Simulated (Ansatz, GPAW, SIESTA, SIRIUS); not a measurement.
**MgSe: 4 runs at one level of theory**

```
CELL_PARAMETERS angstrom
0.00000 2.72550 2.72550
2.72550 0.00000 2.72550
2.72550 2.72550 0.00000
ATOMIC_POSITIONS crystal
Se 0.50000 0.50000 0.50000
Mg 0.00000 0.00000 0.00000
```

Alike in all runs: task equation of state; functional PBEsol; k mesh 8 × 8 × 8; occupations fermi-dirac, width 0.05 eV; no spin polarisation; no spin-orbit coupling.

```tsv
program and potentials	plane-wave cutoff (eV)	notes	equilibrium volume (Å³/atom)	bulk modulus (GPa)
SIESTA, files PseudoDojo sr-pbesol-0.4.1-standard, DZP (energy shift 0.003 Ry; two zetas on semicore shells)	-	atomic basis	20.77	68.4
SIRIUS, all-electron FP-LAPW, apw+lo standard	-	-	20.23	65.1
Ansatz, all-electron LAPW, scalar-relativistic	-	-	20.23	64.8
GPAW, PAW data sets generated for this functional	800	-	?	?
```

Question: Estimate from the other rows what the run with GPAW, PAW data sets generated for this functional gave.

Answer: Equilibrium volume 20.25 Å³/atom; bulk modulus 65.1 GPa. The other rows, which needn't bracket it: equilibrium volume 20.23 to 20.77; bulk modulus 64.8 to 68.4.
